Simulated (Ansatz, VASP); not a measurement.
# Cross-check of InP between VASP and Ansatz

Aim: how closely do two programs agree when they are given the same cell, functional and k mesh?

Calculated with Ansatz 0.2.0; plane waves, with VASP 6.6.1 beside it; single point at PBEsol.

## 1. Starting point

Symmetry: F-43m, No. 216, cubic system. The conventional cell has a = 5.850 Å, b = 5.850 Å, c = 5.850 Å, α = 90.00°, β = 90.00°, γ = 90.00°. Nearest to In lie 4 P at 2.53 Å. P has 4 In at 2.53 Å nearest. Farther neighbours are not listed.

Structure file:

```cif
data_structure
_symmetry_space_group_name_H-M 'F-43m'
_symmetry_Int_Tables_number 216
_cell_length_a 5.8500
_cell_length_b 5.8500
_cell_length_c 5.8500
_cell_angle_alpha 90.000
_cell_angle_beta 90.000
_cell_angle_gamma 90.000
_cell_volume 200.20
loop_
_atom_site_label
_atom_site_type_symbol
_atom_site_symmetry_multiplicity
_atom_site_Wyckoff_symbol
_atom_site_fract_x
_atom_site_fract_y
_atom_site_fract_z
_atom_site_occupancy
In1 In 4 a 0.00000 0.00000 0.00000 1
P1 P 4 c 0.25000 0.25000 0.25000 1
```

## 2. VASP: single point, PBEsol

A single point gives forces, pressure and levels at one fixed geometry, so differences don't come from the geometry; what else differs is listed under the comparison.

Lines of VASP's logs that name or quote its potential files are left out, and so is its time.

INCAR reads:

```
SYSTEM = InP
PREC = Accurate
ENCUT = 400
EDIFF = 1E-05
NELM = 100
ISMEAR = 0
SIGMA = 0.05
LREAL = .FALSE.
ALGO = Normal
GGA = PS
NBANDS = 15
LORBIT = 11
LWAVE = .FALSE.
LCHARG = .FALSE.
KPAR = 4
```

POSCAR reads:

```
InP
1.0
    0.0000000000      2.9250000000      2.9250000000
    2.9250000000      0.0000000000      2.9250000000
    2.9250000000      2.9250000000      0.0000000000
In P
1 1
Direct
    0.0000000000      0.0000000000      0.0000000000
    0.7500000000      0.7500000000      0.7500000000
```

KPOINTS reads:

```
Automatic mesh
0
Gamma
6 6 6
0 0 0
```

PAW data sets: In_d and P (PBE family, release 64).

Launch:

```sh
> mpirun -np 4 vasp_std
```

Numbers of over 12 decimals in the logs are rounded to 6 here.

The program printed:

```text
[banner, memory and clock lines left out]
running    4 mpi-ranks, on    1 nodes
 distrk:  each k-point on    1 cores,    4 groups
 distr:  one band on    1 cores,    1 groups

 POSCAR found type information on POSCAR InP
 POSCAR found :  2 types and       2 ions
|                                                                             |
|               ----> ADVICE to this user running VASP <----                  |
|                                                                             |
|     You enforced a specific xc type in the INCAR file but a different       |
|     [... a line on the potential file left out ...]
|     I HOPE YOU KNOW WHAT YOU ARE DOING!                                     |
|                                                                             |

 LDA part: xc-table for (Slater+PW92), standard interpolation
 POSCAR, INCAR and KPOINTS ok, starting setup
 FFT: planning ... GRIDC
 FFT: planning ... GRID_SOFT
 FFT: planning ... GRID
 WAVECAR not read
 entering main loop
       N       E                     dE             d eps       ncg     rms          rms(c)
DAV:   1     0.100455689574E+03    0.10046E+03   -0.73180E+03   488   0.109E+03
DAV:   2    -0.260825697417E+01   -0.10306E+03   -0.99727E+02   501   0.276E+02
DAV:   3    -0.938062868629E+01   -0.67724E+01   -0.67357E+01   620   0.751E+01
DAV:   4    -0.954708649862E+01   -0.16646E+00   -0.16640E+00   582   0.128E+01
DAV:   5    -0.955393170599E+01   -0.68452E-02   -0.68450E-02   727   0.226E+00    0.554E+00
DAV:   6    -0.917786755678E+01    0.37606E+00   -0.59912E-01   750   0.144E+01    0.326E+00
DAV:   7    -0.914215482641E+01    0.35713E-01   -0.15209E-01   696   0.367E+00    0.112E+00
DAV:   8    -0.913946137289E+01    0.26935E-02   -0.15346E-02   615   0.155E+00    0.341E-01
DAV:   9    -0.913967673586E+01   -0.21536E-03   -0.13518E-03   641   0.452E-01    0.161E-01
DAV:  10    -0.913972388256E+01   -0.47147E-04   -0.17586E-04   734   0.139E-01    0.109E-01
DAV:  11    -0.913974968181E+01   -0.25799E-04   -0.31115E-05   583   0.633E-02    0.184E-02
DAV:  12    -0.913974947178E+01    0.21002E-06   -0.67431E-06   380   0.452E-02
   1 F= -.91397495E+01 E0= -.91397495E+01  d E =-.474294E-13
```

Parts of OUTCAR (step 2):

```text
ion  position               nearest neighbor table
   1  0.000  0.000  0.000-   2 2.53   2 2.53   2 2.53   2 2.53
   2  0.750  0.750  0.750-   1 2.53   1 2.53   1 2.53   1 2.53

  LATTYP: Found a face centered cubic cell.
 ALAT       =     5.8500000000

 Subroutine GETGRP returns: Found 24 space group operations
 (whereof 24 operations were pure point group operations)

The static configuration has the point symmetry T_d .

 Found     16 irreducible k-points:

   k-points           NKPTS =     16   k-points in BZ     NKDIM =     16   number of bands    NBANDS=     15

   dimension x,y,z NGX =    28 NGY =   28 NGZ =   28
   dimension x,y,z NGXF=    56 NGYF=   56 NGZF=   56

   ENCUT  =  400.0 eV  29.40 Ry    5.42 a.u.   6.75  6.75  6.75*2*pi/ulx,y,z

   NELECT =      18.0000    total number of electrons

 k-points in reciprocal lattice and weights: Automatic mesh
   0.00000000  0.00000000  0.00000000       0.005
   0.16666667  0.00000000  0.00000000       0.037
   0.33333333  0.00000000  0.00000000       0.037
   0.50000000  0.00000000  0.00000000       0.019
   0.16666667  0.16666667  0.00000000       0.028
   0.33333333  0.16666667  0.00000000       0.111
   0.50000000  0.16666667  0.00000000       0.111
  -0.33333333  0.16666667  0.00000000       0.111
  -0.16666667  0.16666667  0.00000000       0.056
[...]
-0.33333333  0.33333333  0.16666667       0.111
  -0.33333333  0.50000000  0.16666667       0.056

 average (electrostatic) potential at core
       1 -95.4388       2 -82.6806

 E-fermi :   5.4000

 k-point     1 :       0.0000    0.0000    0.0000
  band No.  band energies     occupation
    ...
      5      -8.8514      2.00000
      6      -6.4277      2.00000
      7       5.1611      2.00000
      8       5.1611      2.00000
      9       5.1611      2.00000
     10       5.8030      0.00000
     11       9.1710      0.00000
     12       9.1710      0.00000
     13       9.1710      0.00000
     14      13.5380      0.00000
    ...

 k-point     2 :       0.1667    0.0000    0.0000
  band No.  band energies     occupation
    ...
      5      -8.8510      2.00000
      6      -6.1084      2.00000
      7       2.9357      2.00000
      8       4.8474      2.00000
      9       4.8474      2.00000
     10       6.8979      0.00000
     11       9.5736      0.00000
     12       9.6191      0.00000
     13       9.6191      0.00000
     14      13.7188      0.00000
    ...

 k-point     3 :       0.3333    0.0000    0.0000
  band No.  band energies     occupation
    ...
      5      -8.8443      2.00000
      6      -5.2812      2.00000
      7       0.5192      2.00000
      8       4.3648      2.00000
      9       4.3648      2.00000
     10       6.7297      0.00000
     11       9.9569      0.00000
     12       9.9569      0.00000
     13      11.3406      0.00000
     14      13.8697      0.00000
    ...

  Total        0.3065628      0.3065628      0.3065628     -0.0000000      0.0000000     -0.0000000
  in kB        9.8134665      9.8134665      9.8134665     -0.0000000      0.0000000     -0.0000000
  external PRESSURE =       9.8134665 kB  Pullay stress =       0.0000000 kB

  energy-cutoff  :      400.00
  volume of cell :       50.05
      direct lattice vectors                 reciprocal lattice vectors
     0.000000000  2.925000000  2.925000000    -0.170940171  0.170940171  0.170940171
     2.925000000  0.000000000  2.925000000     0.170940171 -0.170940171  0.170940171
     2.925000000  2.925000000  0.000000000     0.170940171  0.170940171 -0.170940171

 POSITION                                       TOTAL-FORCE (eV/Angst)
 -----------------------------------------------------------------------------------
      0.00000      0.00000      0.00000         0.000000      0.000000      0.000000
      4.38750      4.38750      4.38750        -0.000000     -0.000000     -0.000000
 -----------------------------------------------------------------------------------
    total drift:                               -0.000000     -0.000000      0.000000

  FREE ENERGIE OF THE ION-ELECTRON SYSTEM (eV)
  ---------------------------------------------------
  free  energy   TOTEN  =        -9.1397494718 eV

  energy  without entropy=       -9.1397494718  energy(sigma->0) =       -9.13974947

 total charge
# of ion       s       p       d       tot
------------------------------------------
    1        0.828   0.782   9.902  11.512
    2        1.026   1.485   0.000   2.510
--------------------------------------------------
tot          1.854   2.267   9.902  14.023

[... 3 further parts left out ...]
```

The run ends at a pressure of 0.98 GPa.

## 3. Ansatz: single point, PBEsol

Ansatz runs on its default PAW (the set named soft_2) files.

The same cell, functional, mesh and smearing now go to Ansatz, which takes its cutoff from its data sets.

input.yaml reads:

```yaml
crystal:
  lattice:
    - [0.0, 2.925, 2.925]
    - [2.925, 0.0, 2.925]
    - [2.925, 2.925, 0.0]
  atoms:
    - { symbol: In, position: [0.0, 0.0, 0.0] }
    - { symbol: P, position: [0.75, 0.75, 0.75] }
hamiltonian:
  xc: pbesol
  pseudopotentials: { kind: paw }
kpoints:
  mp_grid: { grid: [6, 6, 6] }
scf:
  occupations: { method: gaussian, width: 0.05 }
  n_extra_bands: 4
output:
  forces: true
  stress: true
  eigenvalues: true
```

Launch:

```sh
> ansatz run input.yaml --threads 2 --pin off --max-ram 4608MiB --backend cpu --events-out ev --progress --plain --runs-dir out
```

The program printed:

```text
scf.n_extra_bands = 4 over 9 filled bands (N_el = 18.0): the run solves 13 bands
Engine: ansatz 0.2.0, aarch64-unknown-linux-gnu
Pseudopotentials: kind: paw
Pseudopotential: In, paw, valence charge 13, recommended cutoff 420 eV (normal), In.paw.azcp
Pseudopotential: P, paw, valence charge 5, recommended cutoff 420 eV (normal), P.paw.azcp
Functional definition: PBEsol
  exchange = pbesol_x
  correlation = pbesol_c
Crystal: 2 atoms, lattice volume = 50.050 Å³
Basis set: ecut = 420 eV, 941 PW (Γ), exchange–correlation on 60×60×60 points (8 copies of the dense FFT grid, shifted against one another)
Bands: 13, of which v1, the nominal top of the filled ones, is band 9 counted from 1 (8 counted from 0)
Symmetry: 24 space group operations
Space group: F-43m (ITA 216), of the structure as read, at distance tolerance 3.7e-5 Å
k-points: 16 of 216 (time reversal used)
Non-local potential: In, projectors of the file, l = 0: 2, l = 1: 2, l = 2: 2, l = 3: 2
Non-local potential: P, projectors of the file, l = 0: 2, l = 1: 2, l = 2: 2
PAW form: soft (Blöchl's): semilocal exchange-correlation on the pseudo side does not see the compensation charge
PAW frozen core: In, regenerated for the run's functional, and the local potential with it (the file was generated under x = pbe(κ = 0.804, μ = 0.219515), c = pbe(β = 0.066725))
PAW frozen core: P, regenerated for the run's functional, and the local potential with it (the file was generated under x = pbe(κ = 0.804, μ = 0.219515), c = pbe(β = 0.066725))
PAW one-centre angular grid: In, 590 points (default); XC on 64 Gauss nodes
PAW one-centre angular grid: P, 110 points (default); XC on 64 Gauss nodes
Initial density: superposition of atomic densities (neutral atoms: chi_scale 0, normalization atom), corrected by the library's trained network
Initial wavefunctions: pseudopotential atomic-orbital guess
Functional: x = pbesol(κ = 0.804, μ = 0.123457), c = pbesol(β = 0.046)
SCF iter   1: F=—  HF=-6265.860015 eV  |F-HF|=—  |Δ(HF+E_count)|=         —  Δρ=5.11e-3  dr2=2.31e-2  ethr=1.77e-3  ⟨swp⟩=6.4  Hψ=1391  notcnv=0
preconditioner: auto → none  [insulator: Δε(μ)=0.603 eV  Ē_g=14.654 eV  σ=0.050 eV  W_gap=1.00  n_scr=14 (ndim 8)  ℏωp=22.3 eV  f_vac=0.020  D(μ)=0.00/eV (n_scr^D=0)  ε∞_Penn≈3.3]
SCF iter   2: F=—  HF=-6265.851438 eV  |F-HF|=—  |Δ(HF+E_count)|=   8.58e-3  Δρ=1.73e-3  dr2=1.35e-3  ethr=1.28e-4  ⟨swp⟩=2.8  Hψ=456  notcnv=0
SCF iter   3: F=—  HF=-6265.851096 eV  |F-HF|=—  |Δ(HF+E_count)|=   3.42e-4  Δρ=4.75e-4  dr2=1.35e-4  ethr=7.49e-6  ⟨swp⟩=2.1  Hψ=377  notcnv=0
SCF iter   4: F=—  HF=-6265.851107 eV  |F-HF|=—  |Δ(HF+E_count)|=   1.10e-5  Δρ=2.05e-4  dr2=1.70e-5  ethr=7.49e-7  ⟨swp⟩=2.0  Hψ=253  notcnv=0
SCF iter   5: F=—  HF=-6265.851112 eV  |F-HF|=—  |Δ(HF+E_count)|=   4.51e-6  Δρ=2.92e-5  dr2=6.04e-7  ethr=9.43e-8  ⟨swp⟩=2.0  Hψ=261  notcnv=0
SCF iter   6: F=-6265.851112 eV  HF=-6265.851112 eV  |F-HF|=1.00e-9  |Δ(HF+E_count)|=   2.06e-8  Δρ=3.61e-6  dr2=5.38e-9  ethr=5.56e-10  ⟨swp⟩=7.7  Hψ=1135  notcnv=0
SCF 1 converged in 6 iterations: F = -6265.851112 eV  dr2 = 5.38e-9
  greatest PAW one-centre occupation: 0.981 electrons in one spin orbital (limit 2), on the In atom at site 0 (counted from 0), in its partial waves of l = 2
SCF converged after 6 iterations
Free energy (F): -6265.851112 eV
Harris-Foulkes:  -6265.851112 eV  (|F-HF|=1.00e-9)
Internal energy: -6265.851112 eV  (E = F + TS)
E sigma→0 (E₀):  -6265.851112 eV
Fermi energy:    7.296679 eV
--- Per-component energies (eV) ---
  E_band       = -52.821107
  E_kinetic    = 313.899573
  E_local      = -1395.692172  (includes V_loc(G=0)·N_el)
  E_nonlocal   = 402.830885
  E_hartree    = 549.183638
  E_xc         = -274.260389
  E_vxc        = -160.363164  (∫ρ·V_xc dr)
  E_paw        = -4639.091041  (= ΣΔE_a)
  E_vpaw       = -311.862606  (= ΣTr[D̂ρ^β])
  E_aug_tail   = 0.000029  (compensation charges beyond the density's cutoff)
  E_ewald      = -1223.003635
  E_core_change = 0.281999  (= ΣΔE_core)
  E_smearing   = -0.000000  (= −TS)
  E_closure    = -0.000000  (closes the sum)
  Σ components = -6265.851112   (vs F -6265.851112, Δ=0.00e0)
--- Forces (eV/Å), atoms counted from 1 ---
  atom   1  In    -0.00000000     0.00000000    -0.00000000
  atom   2  P      0.00000000    -0.00000000     0.00000000
  max |Σ_I F_I| component: 1.11e-16 eV/Å
--- Stress (GPa, compression-positive) ---
        0.997780       0.000000      -0.000000
        0.000000       0.997780       0.000000
       -0.000000       0.000000       0.997780
  P = ⅓ Tr σ = 0.9978 GPa (9.978 kbar)
--- Band table (eV; the first three rows and the last of 16) ---
  k-point 0: bands = [... 5 lower, -4.6131, 6.9726, 6.9726, 6.9726, 7.6166, 10.9783, 10.9783, 10.9783]
  k-point 1: bands = [... 5 lower, -4.2941, 4.7488, 6.6592, 6.6592, 8.7112, 11.3817, 11.4253, 11.4253]
  k-point 2: bands = [... 5 lower, -3.4680, 2.3338, 6.1772, 6.1772, 8.5436, 11.7624, 11.7624, 13.1499]
  k-point 15: bands = [... 5 lower, -2.1115, 1.2432, 4.0968, 4.1143, 10.1411, 10.5319, 13.6898, 13.9524]
```

Wall time 1.4 s (2 threads of Arm Neoverse N1, shared host); peak memory 0.27 GiB; 2.3 s of CPU time.

The column dr2 measures how far the density is from self-consistency, as an energy; F and HF (Harris–Foulkes) agree once it is small.

The run ends at a pressure of 1.00 GPa.

## 4. Comparison

Known differences besides the potentials themselves: the cutoff is 420 eV in Ansatz and 400 eV in VASP; Ansatz makes its cores anew for this functional, VASP keeps those of its PBE data sets; VASP leaves aspherical gradient terms in its spheres out (LASPH is not set), Ansatz keeps them. Total energies have different zeros and are not compared.

The two programs side by side:

```csv
quantity,Ansatz,VASP,difference
pressure (GPa),1.00,0.98,+0.02
gap on the k mesh (eV),0.644,0.642,+0.002
```

A gap on the mesh is an upper bound, since the band edges may lie between its points. Ansatz's pressure holds a Pulay correction of 0.04 GPa; VASP's holds none.

## 5. Further runs

Further runs change the set-up of one program: Ansatz's method, potentials or start, or VASP's data sets, cutoff or form of LDA. The table gives Ansatz less VASP for each quantity, since a change that brings one quantity closer may part another.

```csv
run,pressure (GPa),gap on the k mesh (eV)
as above,0.016,0.0021
Ansatz's all-electron LAPW method,0.013,5.5e-4
```

## 6. Results

| Quantity | Value |
| --- | --- |
| difference in gap on the k mesh (single point, PBEsol) | 0.0021 eV |

The difference in gap on the k mesh is 0.0021 eV (single point, PBEsol), within the 0.08 eV picked in this series as the mark of a large difference. Single point, PBEsol, Ansatz's all-electron LAPW method: the difference in gap on the k mesh goes from 0.0021 to 5.5e-4 eV. Such differences can come from data sets, numerical settings and the points named under the comparisons, not from the functional's error against experiment.

[Lines on the potential files, build, host, timing and source positions are cut from VASP's logs without a mark.]

[Logs are printed without paths, hosts, clocks, repeated set-up lines and the standing remarks that a program may print on its own settings, such as how far it seeks lower states.]

[Hosts, paths, dates, database ids (printed as entryN), source tags and the programs' standing remarks are cut or masked in the printed files.]
